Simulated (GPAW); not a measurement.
# As (R-3m) in GPAW: settings compared, part 2 of 2

GPAW 26.7.0. The steps go on from the part before.

### Step 3. Relaxation of cell and atoms, PBEsol+D3

Input file run.py:

```python
from ase import Atoms
from ase.calculators.mixing import SumCalculator
from ase.filters import FrechetCellFilter
from ase.io import write
from ase.optimize import FIRE
from dftd3.ase import DFTD3
from gpaw import GPAW, PW, setup_paths

setup_paths.insert(0, '.')

atoms = Atoms(['As', 'As'],
              cell=[[1.8807968987, 1.0858785957, 3.5140619945],
                    [-1.8807968987, 1.0858785957, 3.5140619945],
                    [0.0, -2.1717571915, 3.5140619945]],
              scaled_positions=[[0.226, 0.226, 0.226],
                                [0.774, 0.774, 0.774]],
              pbc=True)

calc = GPAW(mode=PW(600),
            xc='PBEsol',
            kpts={'size': (6, 6, 6), 'gamma': True},
            occupations={'name': 'fermi-dirac', 'width': 0.05},
            nbands=13,
            convergence={'density': 1e-05, 'energy': 1e-05},
            maxiter=150,
            txt='gpaw.txt')
atoms.calc = SumCalculator([calc, DFTD3(method='pbesol', damping='d3zero')])
opt = FIRE(FrechetCellFilter(atoms), trajectory='relax.traj', logfile='-')
done = opt.run(fmax=0.02, steps=60)
calc.write('gs.gpw')
write('result.traj', atoms)
print('Converged:', done)
print('Cell:', atoms.cell.cellpar().round(4))
print('Volume:', round(atoms.get_volume(), 4))
print(atoms.get_scaled_positions().round(5))
```

Potentials or basis: PAW data sets generated in the run's folder for this functional, pw.

Command:

```sh
$ gpaw-setup -f PBEsol As
$ OMP_NUM_THREADS=1 python run.py
```

gpaw.txt:

```text
__  _  _
 | _ |_)|_||  |
 |__||  | ||/\| - 26.7.0

Input parameters:
  mode=PW(ecut=600.0),
  convergence={'density': 1e-05, 'energy': 1e-05},
  kpts=MonkhorstPack(size=(6, 6, 6), gamma=True),
  maxiter=150,
  nbands=13,
  occupations=Occupations(name='fermi-dirac', width=0.05),
  xc=XC(name='PBEsol')

Diagonalizing LCAO Hamiltonian
Converting LCAO to pw mode

       As

       As

Atoms  # Å, Bohr magnetons
|   | symbol |         x |         y |        z |    initial magnetic moments |
|---|--------|-----------|-----------|----------|-----------------------------|
| 0 |     As | -0.000000 | -0.000000 | 2.382534 | ( 0.0000,  0.0000,  0.0000) |
| 1 |     As |  0.000000 | -0.000000 | 8.159652 | ( 0.0000,  0.0000,  0.0000) |
[... 1425 lines left out ...]
       As

       As

Atoms  # Å, Bohr magnetons
|   | symbol |        x |         y |        z |    initial magnetic moments |
|---|--------|----------|-----------|----------|-----------------------------|
| 0 |     As | 0.000000 | -0.000000 | 2.330125 | ( 0.0000,  0.0000,  0.0000) |
| 1 |     As | 0.000000 | -0.000000 | 7.796639 | ( 0.0000,  0.0000,  0.0000) |

Unit cell  # Å
| periodic |         x |         y |        z |  lengths |    angles |
|----------|-----------|-----------|----------|----------|-----------|
|      yes |  1.875422 |  1.082775 | 3.375588 | 4.010512 | 55.760686 |
|      yes | -1.875422 |  1.082775 | 3.375588 | 4.010512 | 55.760686 |
|      yes |  0.000000 | -2.165551 | 3.375588 | 4.010512 | 55.760686 |

Number of symmetries: 12
Symmetry operations  # r_c * U_cc + t_c -> r_c
|    | kind |            matrix            |
|----|------|------------------------------|
|  0 |  E   |  1, 0, 0,  0, 1, 0,  0, 0, 1 |
|  1 |  σ   |  1, 0, 0,  0, 0, 1,  0, 1, 0 |
|  2 |  σ   |  0, 1, 0,  1, 0, 0,  0, 0, 1 |
|  3 |  C3  |  0, 1, 0,  0, 0, 1,  1, 0, 0 |
|  4 |  C3  |  0, 0, 1,  1, 0, 0,  0, 1, 0 |
|  5 |  σ   |  0, 0, 1,  0, 1, 0,  1, 0, 0 |
|  6 |  C2  |  0, 0,-1,  0,-1, 0, -1, 0, 0 |
|  7 |  S6  |  0, 0,-1, -1, 0, 0,  0,-1, 0 |
[... 176 lines left out ...]
       As

       As

Atoms  # Å, Bohr magnetons
|   | symbol |        x |         y |        z |    initial magnetic moments |
|---|--------|----------|-----------|----------|-----------------------------|
| 0 |     As | 0.000000 | -0.000000 | 2.310318 | ( 0.0000,  0.0000,  0.0000) |
| 1 |     As | 0.000000 | -0.000000 | 7.712841 | ( 0.0000,  0.0000,  0.0000) |

Unit cell  # Å
| periodic |         x |         y |        z |  lengths |    angles |
|----------|-----------|-----------|----------|----------|-----------|
|      yes |  1.877696 |  1.084088 | 3.341053 | 3.982916 | 56.255286 |
|      yes | -1.877696 |  1.084088 | 3.341053 | 3.982916 | 56.255286 |
|      yes |  0.000000 | -2.168176 | 3.341053 | 3.982916 | 56.255286 |

Number of symmetries: 12
Symmetry operations  # r_c * U_cc + t_c -> r_c
|    | kind |            matrix            |
|----|------|------------------------------|
|  0 |  E   |  1, 0, 0,  0, 1, 0,  0, 0, 1 |
|  1 |  σ   |  1, 0, 0,  0, 0, 1,  0, 1, 0 |
|  2 |  σ   |  0, 1, 0,  1, 0, 0,  0, 0, 1 |
|  3 |  C3  |  0, 1, 0,  0, 0, 1,  1, 0, 0 |
|  4 |  C3  |  0, 0, 1,  1, 0, 0,  0, 1, 0 |
|  5 |  σ   |  0, 0, 1,  0, 1, 0,  1, 0, 0 |
|  6 |  C2  |  0, 0,-1,  0,-1, 0, -1, 0, 0 |
|  7 |  S6  |  0, 0,-1, -1, 0, 0,  0,-1, 0 |
[... 310 lines left out ...]
convergence criteria:
- Maximum integral of absolute [dens]ity change: 1e-05 electrons / valence electron
- Maximum [total energy] change in last 3 cyles: 1e-05 eV / valence electron
- Maximum integral of absolute [eigenst]ate change: 4e-08 eV^2 / valence electron
maximum number of iterations: 150

SCF iterations
|iter     | |      energy | eigst |  dens |
|---------|-|-------------|-------|-------|
|iter:   1| |  -10.233115 | -5.43 |       |
|iter:   2| |  -10.233114 | -8.06c| -3.41 |
|iter:   3| |  -10.233106c| -7.02 | -3.44 |
|iter:   4| |  -10.233106c| -7.56c| -4.25 |
|iter:   5| |  -10.233106c| -8.23c| -4.77 |
|iter:   6| |  -10.233106c| -8.80c| -5.35c|

Converged in 6 steps
Energy contributions relative to reference atoms: (reference = -122918.886158)

Energy contributions:
  Kinetic:          19.270209
  Coulomb:         -18.363312
  Zero:             -0.024252
  External:          0.000000
  Xc:              -11.114484
  Entropy:          -0.002533
  Spinorbit:         0.000000
  ----------------------------
  Free energy:     -10.234372
  Extrapolated:    -10.233106
[... 173 lines left out ...]
convergence criteria:
- Maximum integral of absolute [dens]ity change: 1e-05 electrons / valence electron
- Maximum [total energy] change in last 3 cyles: 1e-05 eV / valence electron
- Maximum integral of absolute [eigenst]ate change: 4e-08 eV^2 / valence electron
maximum number of iterations: 150

SCF iterations
|iter     | |      energy | eigst |  dens |
|---------|-|-------------|-------|-------|
|iter:   1| |  -10.233546 | -4.81 |       |
|iter:   2| |  -10.233542 | -7.46c| -3.11 |
|iter:   3| |  -10.233517c| -6.43 | -3.14 |
|iter:   4| |  -10.233516c| -7.76c| -3.95 |
|iter:   5| |  -10.233516c| -8.13c| -4.48 |
|iter:   6| |  -10.233516c| -8.69c| -5.02c|

Converged in 6 steps
Energy contributions relative to reference atoms: (reference = -122918.886158)

Energy contributions:
  Kinetic:          19.188656
  Coulomb:         -18.298505
  Zero:             -0.024096
  External:          0.000000
  Xc:              -11.098317
  Entropy:          -0.002507
  Spinorbit:         0.000000
  ----------------------------
  Free energy:     -10.234770
  Extrapolated:    -10.233516
[... 1601 lines left out ...]
convergence criteria:
- Maximum integral of absolute [dens]ity change: 1e-05 electrons / valence electron
- Maximum [total energy] change in last 3 cyles: 1e-05 eV / valence electron
- Maximum integral of absolute [eigenst]ate change: 4e-08 eV^2 / valence electron
maximum number of iterations: 150

SCF iterations
|iter     | |      energy | eigst |  dens |
|---------|-|-------------|-------|-------|
|iter:   1| |  -10.238160 | -7.57c|       |
|iter:   2| |  -10.238160 | -8.94c| -4.42 |
|iter:   3| |  -10.238160c| -7.87c| -4.46 |
|iter:   4| |  -10.238160c| -8.89c| -5.26c|

Converged in 4 steps
Energy contributions relative to reference atoms: (reference = -122918.886158)

Energy contributions:
  Kinetic:          18.184915
  Coulomb:         -17.511037
  Zero:             -0.022624
  External:          0.000000
  Xc:              -10.888368
  Entropy:          -0.002091
  Spinorbit:         0.000000
  ----------------------------
  Free energy:     -10.239205
  Extrapolated:    -10.238160
[... 173 lines left out ...]
convergence criteria:
- Maximum integral of absolute [dens]ity change: 1e-05 electrons / valence electron
- Maximum [total energy] change in last 3 cyles: 1e-05 eV / valence electron
- Maximum integral of absolute [eigenst]ate change: 4e-08 eV^2 / valence electron
maximum number of iterations: 150

SCF iterations
|iter     | |      energy | eigst |  dens |
|---------|-|-------------|-------|-------|
|iter:   1| |  -10.238143 | -6.98 |       |
|iter:   2| |  -10.238143 | -8.32c| -4.12 |
|iter:   3| |  -10.238142c| -8.51c| -4.16 |
|iter:   4| |  -10.238142c| -8.85c| -4.98 |
|iter:   5| |  -10.238142c| -9.45c| -5.45c|

Converged in 5 steps
Energy contributions relative to reference atoms: (reference = -122918.886158)

Energy contributions:
  Kinetic:          18.195835
  Coulomb:         -17.519795
  Zero:             -0.022987
  External:          0.000000
  Xc:              -10.890150
  Entropy:          -0.002091
  Spinorbit:         0.000000
  ----------------------------
  Free energy:     -10.239188
  Extrapolated:    -10.238142
[... 173 lines left out ...]
convergence criteria:
- Maximum integral of absolute [dens]ity change: 1e-05 electrons / valence electron
- Maximum [total energy] change in last 3 cyles: 1e-05 eV / valence electron
- Maximum integral of absolute [eigenst]ate change: 4e-08 eV^2 / valence electron
maximum number of iterations: 150

SCF iterations
|iter     | |      energy | eigst |  dens |
|---------|-|-------------|-------|-------|
|iter:   1| |  -10.238118 | -6.64 |       |
|iter:   2| |  -10.238118 | -7.99c| -3.96 |
|iter:   3| |  -10.238117c| -8.18c| -3.99 |
|iter:   4| |  -10.238117c| -8.53c| -4.82 |
|iter:   5| |  -10.238117c| -9.14c| -5.30c|

Converged in 5 steps
Energy contributions relative to reference atoms: (reference = -122918.886158)

Energy contributions:
  Kinetic:          18.210329
  Coulomb:         -17.531753
  Zero:             -0.022932
  External:          0.000000
  Xc:              -10.892716
  Entropy:          -0.002092
  Spinorbit:         0.000000
  ----------------------------
  Free energy:     -10.239163
  Extrapolated:    -10.238117
[... 31 lines left out ...]
Forces  # eV/Ang
|        x |        y |        z |
|----------|----------|----------|
| -0.00000 | -0.00000 |  0.00079 |  # As   0
|  0.00000 |  0.00000 | -0.00079 |  # As   1

# Writing to gs.gpw (mode='')
```

It took 2.9 min on 1 thread of Arm Neoverse V1, shared host; peak memory 0.24 GiB.

Results:

* Free energy: -10.6402 eV
* Relaxed volume: 20.66 Å³/atom
* Relaxed cell: a = 3.994 Å, b = 3.994 Å, c = 3.994 Å, α = 56.43°, β = 56.43°, γ = 56.43°
* Space group after relaxing (to 0.05 Å): R-3m (No. 166)
* Energy gained by relaxing: 12.9 meV/atom
* Ionic steps: 21
* Pressure after relaxing: -0.1 GPa
* Largest force after relaxing: 0.014 eV/Å
* Band gap on the k mesh: none (metal or under the smearing width)
* Dispersion energy per atom: -0.201 eV

Forces on the atoms (eV/Å):
```
As   0.000  0.000 -0.014
As   0.000  0.000  0.014
```

The path:
```csv
step,energy change (eV),largest force (eV/Å),pressure (GPa),volume (Å³)
1,0.0000,0.3011,-0.79,43.06
2,-0.0024,0.2593,-0.84,42.99
3,-0.0065,0.1861,-0.89,42.85
4,-0.0110,0.1000,-0.90,42.63
5,-0.0154,0.0254,-0.79,42.32
6,-0.0192,0.0188,-0.55,41.94
7,-0.0221,0.0333,-0.16,41.53
8,-0.0238,0.0320,0.31,41.13
9,-0.0241,0.0333,0.71,40.81
10,-0.0242,0.0347,0.68,40.82
11,-0.0244,0.0370,0.61,40.86
12,-0.0246,0.0400,0.53,40.90
13,-0.0249,0.0428,0.42,40.96
14,-0.0252,0.0447,0.30,41.03
15,-0.0254,0.0444,0.17,41.11
16,-0.0256,0.0409,0.05,41.18
17,-0.0257,0.0322,-0.07,41.26
18,-0.0258,0.0167,-0.15,41.33
19,-0.0258,0.0163,-0.15,41.33
20,-0.0258,0.0154,-0.14,41.33
21,-0.0258,0.0140,-0.13,41.32
```

Final structure:
```yaml
crystal:
  lattice:
    - [1.88808, 1.09009, 3.34628]
    - [-1.88808, 1.09009, 3.34628]
    - [0.00000, -2.18017, 3.34628]
  atoms:
    - { symbol: As, position: [0.22990, 0.22990, 0.22990] }
    - { symbol: As, position: [0.77010, 0.77010, 0.77010] }
```

Caveat: later steps reuse the first step's grids; pairwise dispersion overbinds metals, which lowers pressure and volume.
